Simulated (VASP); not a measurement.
# Ti (Pm-3m) in VASP: a series of runs, part 2 of 2

VASP 6.6.1.

## 4. Single point, revPBE

The input, INCAR:

```
SYSTEM = Ti
ALGO = Normal ; EDIFF = 1E-6
ENCUT = 520 ; GGA = RE
ISIF = 2 ; ISMEAR = -1
LASPH = .TRUE. ; LCHARG = .FALSE.
LREAL = .FALSE. ; LWAVE = .FALSE.
NBANDS = 12 ; NELM = 80
PREC = Accurate ; SIGMA = 0.1
```

The input, KPOINTS:

```
k-points
0
G
  12 12 12
  0 0 0
```

The input, POSCAR:

```
Ti
1.0
    2.6685349030      0.0000000000      0.0000000000
    0.0000000000      2.6685349030      0.0000000000
    0.0000000000      0.0000000000      2.6685349030
Ti
1
Direct
    0.0000000000      0.0000000000      0.0000000000
```

Potentials or basis: VASP PAW PBE potentials, release 64 (Ti_sv).

Launch:

```bash
> cat potpaw_PBE.64/Ti_sv/POTCAR > POTCAR
> mpirun -np 1 vasp_std > vasp.out
```

OUTCAR:

```text
SYSTEM = Ti
   EDIFF = 1E-6
   ENCUT = 520
   GGA = RE
   ISIF = 2
   ISMEAR = -1
   LASPH = .TRUE.
   LREAL = .FALSE.
   NELM = 80
   PREC = Accurate

 ion  position               nearest neighbor table
   1  0.000  0.000  0.000-

  LATTYP: Found a simple cubic cell.
 ALAT       =     2.6685349030

  Lattice vectors:

 A1 = (   2.6685349030,   0.0000000000,   0.0000000000)
 A2 = (   0.0000000000,   2.6685349030,   0.0000000000)
 A3 = (   0.0000000000,   0.0000000000,   2.6685349030)

Analysis of symmetry for initial positions (statically):
=====================================================================
 Subroutine PRICEL returns:
 Original cell was already a primitive cell.

 Routine SETGRP: Setting up the symmetry group for a
 simple cubic supercell.

 Subroutine GETGRP returns: Found 48 space group operations
 (whereof 48 operations were pure point group operations)
 out of a pool of 48 trial point group operations.

The static configuration has the point symmetry O_h .

Analysis of symmetry for dynamics (positions and initial velocities):
=====================================================================
 Subroutine PRICEL returns:
 Original cell was already a primitive cell.

 Routine SETGRP: Setting up the symmetry group for a
 simple cubic supercell.

 Subroutine GETGRP returns: Found 48 space group operations
 (whereof 48 operations were pure point group operations)
 out of a pool of 48 trial point group operations.

The dynamic configuration has the point symmetry O_h .

 Subroutine INISYM returns: Found 48 space group operations
 (whereof 48 operations are pure point group operations),
 and found     1 'primitive' translations

----------------------------------------------------------------------------------------

                                     Primitive cell

  volume of cell :      19.0028

  direct lattice vectors                    reciprocal lattice vectors
     2.668534903  0.000000000  0.000000000     0.374737463  0.000000000  0.000000000
     0.000000000  2.668534903  0.000000000     0.000000000  0.374737463  0.000000000
     0.000000000  0.000000000  2.668534903     0.000000000  0.000000000  0.374737463

  length of vectors
     2.668534903  2.668534903  2.668534903     0.374737463  0.374737463  0.374737463

  position of ions in fractional coordinates (direct lattice)
     0.000000000  0.000000000  0.000000000

  ion indices of the primitive-cell ions
   primitive index   ion index
                 1           1

----------------------------------------------------------------------------------------

 KPOINTS: k-points

Automatic generation of k-mesh.
 Grid dimensions read from file:
 generate k-points for:   12   12   12

 Generating k-lattice:

  Cartesian coordinates                     Fractional coordinates (reciprocal lattice)
     0.031228122  0.000000000  0.000000000     0.083333333  0.000000000  0.000000000
     0.000000000  0.031228122  0.000000000     0.000000000  0.083333333  0.000000000
     0.000000000  0.000000000  0.031228122     0.000000000  0.000000000  0.083333333

  Length of vectors
     0.031228122  0.031228122  0.031228122

  Shift w.r.t. Gamma in fractional coordinates (k-lattice)
     0.000000000  0.000000000  0.000000000

 Subroutine IBZKPT returns following result:
 ===========================================

 Found     84 irreducible k-points:

 Following reciprocal coordinates:
            Coordinates               Weight
  0.000000  0.000000  0.000000      1.000000
  0.083333  0.000000  0.000000      6.000000
  0.166667  0.000000  0.000000      6.000000
  0.250000  0.000000  0.000000      6.000000
  0.333333  0.000000  0.000000      6.000000
  0.416667  0.000000  0.000000      6.000000
[... 16 lines left out ...]
  0.333333  0.333333  0.000000     12.000000
  0.416667  0.333333  0.000000     24.000000
 [... further k-points ...]
   k-points           NKPTS =     84   k-points in BZ     NKDIM =     84   number of bands    NBANDS=     12
   number of dos      NEDOS =    301   number of ions     NIONS =      1
   total plane-waves  NPLWV =   8000
   dimension x,y,z NGX =    20 NGY =   20 NGZ =   20
   dimension x,y,z NGXF=    40 NGYF=   40 NGZF=   40
   ions per type =               1
   NGX,Y,Z   is equivalent  to a cutoff of  12.46, 12.46, 12.46 a.u.
   NGXF,Y,Z  is equivalent  to a cutoff of  24.92, 24.92, 24.92 a.u.
 SYSTEM =  Ti
   PREC   = accura    normal or accurate (medium, high low for compatibility)
   ISTART =      0    job   : 0-new  1-cont  2-samecut
   ICHARG =      2    charge: 1-file 2-atom 10-const
   ISPIN  =      1    spin polarized calculation?
   LNONCOLLINEAR =      F non collinear calculations
   LSORBIT =      F    spin-orbit coupling
   LASPH  =      T    aspherical Exc in radial PAW
   ENCUT  =  520.0 eV  38.22 Ry    6.18 a.u.   4.96  4.96  4.96*2*pi/ulx,y,z
   NELM   =     80;   NELMIN=  2; NELMDL= -5     # of ELM steps
   EDIFF  = 0.1E-05   stopping-criterion for ELM
   LREAL  =      F    real-space projection
   EDIFFG = 0.1E-04   stopping-criterion for IOM
   NSW    =      0    number of steps for IOM
   IBRION =     -1    ionic relax: 0-MD 1-quasi-New 2-CG
   NFREE  =      0    steps in history (QN), initial steepest desc. (CG)
   ISIF   =      2    stress and relaxation
   ISYM   =      2    0-nonsym 1-usesym 2-fastsym
   POTIM  = 0.5000    time-step for ionic-motion
   TEBEG  =    0.0;   TEEND  =   0.0 temperature during run
   PSTRESS=    0.0 pullay stress
   NELECT =      12.0000    total number of electrons
   NUPDOWN=      -1.0000    fix difference up-down
   EMIN   =  10.00;   EMAX   =-10.00  energy-range for DOS
   EFERMI =   0.00;   METHOD = LEGACY
   ISMEAR =    -1;   SIGMA  =   0.10  broadening in eV -4-tet -1-fermi 0-gaus
   EFERMI_NEDOS =   21; number of points for ismear=-14 and -15
   IALGO  =     38    algorithm
   IMIX   =      4    mixing-type and parameters
     AMIX     =   0.40;   BMIX     =  1.00
     AMIX_MAG =   1.60;   BMIX_MAG =  1.00
  volume/ion in A,a.u.               =      19.00       128.24
  Fermi-wavevector in a.u.,A,eV,Ry     =   1.404524  2.654165 26.840028  1.972686
  Thomas-Fermi vector in A             =   2.527077
   LORBIT       =      0    0 simple, 1 ext, 2 COOP (PROOUT), +10 PAW based schemes
   GGA     = RE    functional components
   LHFCALC =     F    Hartree Fock is set to
   AEXX    =    0.0000 exact exchange contribution
   IVDW    =     0    specifies the selected vdW correction
   LEPSILON=     F    determine dielectric tensor
   LRPA    =     F    only Hartree local field effects (RPA)
 non-spin polarized calculation
  energy-cutoff  :      520.00
  volume of cell :       19.00
 maximum number of plane-waves:       536
 NGX is ok and might be reduce to    20
   NGX =  9   NGY =  9   NGZ =  9

 number of electron      11.9999995 magnetization

 Free energy of the ion-electron system (eV)
  ---------------------------------------------------
  ext. energy  EPLUGINS =         0.00000000
  ---------------------------------------------------
  free energy    TOTEN  =        -6.70967703 eV

  energy without entropy =       -6.63215724  energy(sigma->0) =       -6.67091713

 E-fermi :   7.3199     XC(G=0): -10.8985

 val. band max:        7.3184301907   @ k =   0.5000   0.1667   0.0000
 cond. band min:       7.3335568118   @ k =   0.5000   0.2500   0.1667
 fundamental gap:      0.0151266211
 Fermi energy:         7.3198535938

 k-point     1 :       0.0000    0.0000    0.0000
  band No.  band energies     occupation
      1     -49.4081      2.00000
      2     -25.1914      2.00000
      3     -25.1914      2.00000
      4     -25.1914      2.00000
      5       1.6525      2.00000
      6       6.0831      1.99999
      7       6.0831      1.99999
      8      11.0746      0.00000
      9      11.0746      0.00000
     10      11.0746      0.00000
     11      22.6491      0.00000
     12      22.6491      0.00000

 k-point     2 :       0.0833    0.0000    0.0000
  band No.  band energies     occupation
      1     -49.4009      2.00000
      2     -25.2456      2.00000
      3     -25.1868      2.00000
      4     -25.1868      2.00000
      5       1.8268      2.00000
      6       6.1252      1.99999
      7       6.2037      1.99997
      8      10.9326      0.00000
      9      10.9326      0.00000
     10      11.0851      0.00000
     11      21.3351      0.00000
     12      22.9283      0.00000
[... 316 lines left out ...]
 k-point    24 :       0.4167    0.3333    0.0000
  band No.  band energies     occupation
      1     -49.2279      2.00000
      2     -25.8357      2.00000
      3     -25.6836      2.00000
      4     -25.0784      2.00000
      5       5.2101      2.00000
      6       6.8204      1.98654
      7       9.4137      0.00000
      8       9.6942      0.00000
      9      10.0316      0.00000
     10      10.7178      0.00000
     11      14.5399      0.00000
     12      19.4102      0.00000

 [... further k-points ...]
[... 5 lines left out ...]
  --------------------------------------------------------------------------------------
  -------------------------------------------------------------------------------------
  Total       -0.0113328     -0.0113328     -0.0113328     -0.0000000     -0.0000000      0.0000000
  in kB       -0.9554932     -0.9554932     -0.9554932     -0.0000000     -0.0000000      0.0000000
  external PRESSURE =      -0.9554932 kB  Pullay stress =       0.0000000 kB

 VOLUME and BASIS-vectors are now :
 -----------------------------------------------------------------------------
  energy-cutoff  :      520.00
  volume of cell :       19.00
      direct lattice vectors                 reciprocal lattice vectors
     2.668534903  0.000000000  0.000000000     0.374737463  0.000000000  0.000000000
     0.000000000  2.668534903  0.000000000     0.000000000  0.374737463  0.000000000
     0.000000000  0.000000000  2.668534903     0.000000000  0.000000000  0.374737463

 POSITION                                       TOTAL-FORCE (eV/Angst)
 -----------------------------------------------------------------------------------
      0.00000      0.00000      0.00000         0.000000      0.000000      0.000000
 -----------------------------------------------------------------------------------
    total drift:                                0.000000      0.000000      0.000000

  FREE ENERGIE OF THE ION-ELECTRON SYSTEM (eV)
  ---------------------------------------------------
  free  energy   TOTEN  =        -6.7096770300 eV

  energy  without entropy=       -6.6321572365  energy(sigma->0) =       -6.67091713
```

It took 13 s on 1 thread of Intel Xeon Platinum 8259CL at 2.50GHz (Skylake/Cascade Lake), shared host; peak memory 0.13 GiB.

Results:

| Item | Value |
| --- | --- |
| Free energy | -6.7097 eV |
| Pressure | -0.1 GPa |
| Band gap on the k mesh | none (metal or under the smearing width) |

Levels at points of the mesh, in eV from the Fermi level:
```tsv
k point	band 2	band 3	band 4	band 5	band 6	band 7	band 8	band 9	band 10	band 11
(0.00, 0.00, 0.00)	-32.51	-32.51	-32.51	-5.67	-1.24	-1.24	3.75	3.75	3.75	15.33
(0.50, 0.00, 0.00)	-33.29	-32.44	-32.44	-1.87	-0.55	-0.30	1.99	1.99	3.91	6.90
(0.50, 0.50, 0.00)	-33.17	-33.17	-32.38	-2.54	-0.14	2.39	2.39	4.78	4.96	4.96
(0.50, 0.50, 0.50)	-33.07	-33.07	-33.07	-1.09	-1.09	-1.09	4.88	4.88	8.87	11.00
```

Caveat: the PAW data sets were made with another functional, which shifts forces and pressure a little.

## 5. Overview

```tsv
cell	k mesh	gap on the mesh (eV)	pressure (GPa)
Pm-3m, 19.0 Å³/atom	19 × 19 × 19	none	-0.3
Pm-3m, 21.28 Å³/atom	13 × 13 × 13	none	-7.0
Pm-3m, 19.0 Å³/atom	12 × 12 × 12	none	-0.1
```

Alike in all rows: task single point; level revPBE; potentials or basis VASP PAW PBE potentials, release 64 (Ti_sv); no spin polarisation; cutoff (eV) 520; smearing fermi-dirac 0.1 eV.

Every run on the cell as given and a fine mesh finds a metal.

Caveats: the PAW data sets were made with another functional, which shifts forces and pressure a little.

Total energies depend on the potentials used, so only differences within one code and one set of settings carry meaning.
